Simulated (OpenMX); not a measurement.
# PbSe (Clausthalite) (Fm-3m) in OpenMX: a series of runs, part 2 of 2

OpenMX 3.8.5.

## 3. Single point, PBE, 28.67 Å³/atom

PbSe.dat

```
System.CurrrentDirectory             ./
System.Name                          PbSe
DATA.PATH                            ./DFT_DATA13
level.of.stdout                      1
level.of.fileout                     0
Species.Number                       2
<Definition.of.Atomic.Species
  Pb  Pb8.0-s3p2d2           Pb_PBE13
  Se  Se7.0-s3p2d1           Se_PBE13
Definition.of.Atomic.Species>

Atoms.Number                         2
Atoms.SpeciesAndCoordinates.Unit     FRAC
<Atoms.SpeciesAndCoordinates
    1  Pb    0.0000000000    0.0000000000    0.0000000000   7.000  7.000
    2  Se    0.5000000000    0.5000000000    0.5000000000   3.000  3.000
Atoms.SpeciesAndCoordinates>

Atoms.UnitVectors.Unit               Ang
<Atoms.UnitVectors
     0.0000000000    3.0606500000    3.0606500000
     3.0606500000    0.0000000000    3.0606500000
     3.0606500000    3.0606500000    0.0000000000
Atoms.UnitVectors>

scf.XcType                           GGA-PBE
scf.SpinPolarization                 off
scf.ElectronicTemperature            580.226
scf.energycutoff                     500.0
scf.maxIter                          100
scf.EigenvalueSolver                 band
scf.Kgrid                            9 9 9
scf.Mixing.Type                      rmm-diisk
scf.Init.Mixing.Weight               0.05
scf.Min.Mixing.Weight                0.001
scf.Max.Mixing.Weight                0.3
scf.Mixing.History                   25
scf.Mixing.StartPulay                8
scf.criterion                        1.0e-8
MD.Type                              nomd
```

Potentials or basis: OpenMX 2013 PBE set, Pb8.0-s3p2d2, Se7.0-s3p2d1, fixed grid of 48 × 48 × 48 points.

The run is started by

```sh
openmx PbSe.dat -nt 1 > PbSe.std
```

Run time: 84 s. Hardware: 1 thread of Intel Xeon 6975P-C (Granite Rapids), shared host; peak memory 0.95 GiB.

The run converged. Its results:

```
Free energy      : -2037.4819 eV
Mulliken charges : Pb +0.28; Se -0.28 e
```

Caveat: the basis has few d functions beyond the semicore shells, which can make volumes several per cent too large; Mulliken charges move with the basis; this odd mesh misses L, where the gap lies, so gap, dielectric constants and Born charges aren't listed; the basis of atomic orbitals isn't converged, which shifts pressures, moduli and gaps.

## 4. Single point, PBE, 28.10 Å³/atom (volume scaled by 0.98)

Edit PbSe.dat of step 3 so:

```diff
@@ -20,5 +20,5 @@
 <Atoms.UnitVectors
-     0.0000000000    3.0606500000    3.0606500000
-     3.0606500000    0.0000000000    3.0606500000
-     3.0606500000    3.0606500000    0.0000000000
+     0.0000000000    3.0401081059    3.0401081059
+     3.0401081059    0.0000000000    3.0401081059
+     3.0401081059    3.0401081059    0.0000000000
 Atoms.UnitVectors>
@@ -28,3 +28,2 @@
 scf.ElectronicTemperature            580.226
-scf.energycutoff                     500.0
 scf.maxIter                          100
@@ -40 +39,3 @@
 MD.Type                              nomd
+scf.Ngrid                            48 48 48
+scf.energycutoff                     500.0
```

The run is started by

```sh
openmx PbSe.dat -nt 1 > PbSe.std
```

Wall time 85 s (1 thread of Intel Xeon 6975P-C (Granite Rapids), shared host); peak memory 1.1 GiB.

It converged, with:

| Item | Value |
| --- | --- |
| Free energy | -2037.4541 eV |
| Mulliken charges | Pb +0.28; Se -0.28 e |

Caveat: the basis has few d functions beyond the semicore shells, which can make volumes several per cent too large; Mulliken charges move with the basis; this odd mesh misses L, where the gap lies, so gap, dielectric constants and Born charges aren't listed; the basis of atomic orbitals isn't converged, which shifts pressures, moduli and gaps.

## 5. Single point, PBE, 29.24 Å³/atom (volume scaled by 1.02)

Edit PbSe.dat of step 4 so:

```diff
@@ -20,5 +20,5 @@
 <Atoms.UnitVectors
-     0.0000000000    3.0401081059    3.0401081059
-     3.0401081059    0.0000000000    3.0401081059
-     3.0401081059    3.0401081059    0.0000000000
+     0.0000000000    3.0809197960    3.0809197960
+     3.0809197960    0.0000000000    3.0809197960
+     3.0809197960    3.0809197960    0.0000000000
 Atoms.UnitVectors>
```

The run is started by

```sh
openmx PbSe.dat -nt 1 > PbSe.std
```

It took 83 s on 1 thread of Intel Xeon 6975P-C (Granite Rapids), shared host; peak memory 1 GiB.

It converged, with:

```
Free energy      : -2037.5010 eV
Mulliken charges : Pb +0.27; Se -0.27 e
```

Caveat: the basis has few d functions beyond the semicore shells, which can make volumes several per cent too large; Mulliken charges move with the basis; this odd mesh misses L, where the gap lies, so gap, dielectric constants and Born charges aren't listed; the basis of atomic orbitals isn't converged, which shifts pressures, moduli and gaps.

## 6. Single point, PBE, 27.52 Å³/atom (volume scaled by 0.96)

Edit PbSe.dat of step 5 so:

```diff
@@ -20,5 +20,5 @@
 <Atoms.UnitVectors
-     0.0000000000    3.0809197960    3.0809197960
-     3.0809197960    0.0000000000    3.0809197960
-     3.0809197960    3.0809197960    0.0000000000
+     0.0000000000    3.0192847941    3.0192847941
+     3.0192847941    0.0000000000    3.0192847941
+     3.0192847941    3.0192847941    0.0000000000
 Atoms.UnitVectors>
```

Potentials or basis: OpenMX 2013 PBE set, Pb8.0-s3p2d2, Se7.0-s3p2d1, fixed grid of 48 × 48 × 48 points.

The run is started by

```sh
openmx PbSe.dat -nt 1 > PbSe.std
```

Run time: 96 s. Hardware: 1 thread of Intel Xeon 6975P-C (Granite Rapids), shared host; peak memory 1.1 GiB.

It converged, with:

| Property | Result |
| --- | --- |
| Free energy | -2037.4167 eV |
| Mulliken charges | Pb +0.29; Se -0.29 e |

Caveat: the basis has few d functions beyond the semicore shells, which can make volumes several per cent too large; Mulliken charges move with the basis; this odd mesh misses L, where the gap lies, so gap, dielectric constants and Born charges aren't listed; the basis of atomic orbitals isn't converged, which shifts pressures, moduli and gaps.

## 7. Single point, PBE, 29.82 Å³/atom (volume scaled by 1.04)

Edit PbSe.dat of step 6 so:

```diff
@@ -20,5 +20,5 @@
 <Atoms.UnitVectors
-     0.0000000000    3.0192847941    3.0192847941
-     3.0192847941    0.0000000000    3.0192847941
-     3.0192847941    3.0192847941    0.0000000000
+     0.0000000000    3.1009263293    3.1009263293
+     3.1009263293    0.0000000000    3.1009263293
+     3.1009263293    3.1009263293    0.0000000000
 Atoms.UnitVectors>
```

The run is started by

```sh
openmx PbSe.dat -nt 1 > PbSe.std
```

Wall time 81 s (1 thread of Intel Xeon 6975P-C (Granite Rapids), shared host); peak memory 1 GiB.

Results (log left out):

```
Free energy      : -2037.5123 eV
Mulliken charges : Pb +0.27; Se -0.27 e
```

Caveat: the basis has few d functions beyond the semicore shells, which can make volumes several per cent too large; Mulliken charges move with the basis; this odd mesh misses L, where the gap lies, so gap, dielectric constants and Born charges aren't listed; the basis of atomic orbitals isn't converged, which shifts pressures, moduli and gaps.

## 8. Single point, PBE, 26.95 Å³/atom (volume scaled by 0.94)

Edit PbSe.dat of step 7 so:

```diff
@@ -20,5 +20,5 @@
 <Atoms.UnitVectors
-     0.0000000000    3.1009263293    3.1009263293
-     3.1009263293    0.0000000000    3.1009263293
-     3.1009263293    3.1009263293    0.0000000000
+     0.0000000000    2.9981702236    2.9981702236
+     2.9981702236    0.0000000000    2.9981702236
+     2.9981702236    2.9981702236    0.0000000000
 Atoms.UnitVectors>
```

The run is started by

```sh
openmx PbSe.dat -nt 1 > PbSe.std
```

Run time: 97 s. Hardware: 1 thread of Intel Xeon 6975P-C (Granite Rapids), shared host; peak memory 1.1 GiB.

The run converged. Its results:

| Property | Result |
| --- | --- |
| Free energy | -2037.3686 eV |
| Mulliken charges | Pb +0.30; Se -0.30 e |

Caveat: the basis has few d functions beyond the semicore shells, which can make volumes several per cent too large; Mulliken charges move with the basis; this odd mesh misses L, where the gap lies, so gap, dielectric constants and Born charges aren't listed; the basis of atomic orbitals isn't converged, which shifts pressures, moduli and gaps.

## 9. Single point, PBE, 30.39 Å³/atom (volume scaled by 1.06)

Edit PbSe.dat of step 8 so:

```diff
@@ -20,5 +20,5 @@
 <Atoms.UnitVectors
-     0.0000000000    2.9981702236    2.9981702236
-     2.9981702236    0.0000000000    2.9981702236
-     2.9981702236    2.9981702236    0.0000000000
+     0.0000000000    3.1206779849    3.1206779849
+     3.1206779849    0.0000000000    3.1206779849
+     3.1206779849    3.1206779849    0.0000000000
 Atoms.UnitVectors>
```

Potentials or basis: OpenMX 2013 PBE set, Pb8.0-s3p2d2, Se7.0-s3p2d1, fixed grid of 48 × 48 × 48 points.

The run is started by

```sh
openmx PbSe.dat -nt 1 > PbSe.std
```

It took 82 s on 1 thread of Intel Xeon 6975P-C (Granite Rapids), shared host; peak memory 0.99 GiB.

Results (log left out):

| Property | Result |
| --- | --- |
| Free energy | -2037.5164 eV |
| Mulliken charges | Pb +0.26; Se -0.26 e |

Caveat: the basis has few d functions beyond the semicore shells, which can make volumes several per cent too large; Mulliken charges move with the basis; this odd mesh misses L, where the gap lies, so gap, dielectric constants and Born charges aren't listed; the basis of atomic orbitals isn't converged, which shifts pressures, moduli and gaps.

## 10. Equation of state, PBE

This step only gathers the single runs of the series.

The run converged. Its results:

```
Equilibrium volume : 30.47 Å³/atom (rough: see the caveat)
Bulk modulus       : 47 GPa (rough)
```

Energy against volume, from the lowest point:
```
volume (Å³/atom)  energy (meV/atom)
          26.951              73.92
          27.524              49.88
          28.097              31.16
          28.671              17.25
          29.244               7.72
          29.818               2.10
          30.391               0.00
```

Caveat: the basis has few d functions beyond the semicore shells, which can make volumes several per cent too large; this odd mesh misses L, where the gap lies, so gap, dielectric constants and Born charges aren't listed; the minimum lies outside the volumes run; volumes in these bases differ from converged ones by about 1 %, for some elements by several; the basis of atomic orbitals isn't converged, which shifts pressures, moduli and gaps.

## 11. Against experiment

Step 2. A measured gap of PbSe is 0.28 eV (direct; 300 K; a printed reference work, monograph); the calculated 0.31 eV misses it by +0.03 eV. 2 values of this kind are on record (0.15 to 0.28 eV); this one was drawn at random. Spin-orbit coupling on Pb, Se is left out. The value is that of PBE in an atomic basis (OpenMX 2013 PBE set, Pb8.0-s3p2d2, Se7.0-s3p2d1, grid cutoff 500 Ry), whose error adds to the functional's,, without temperature or zero-point motion.
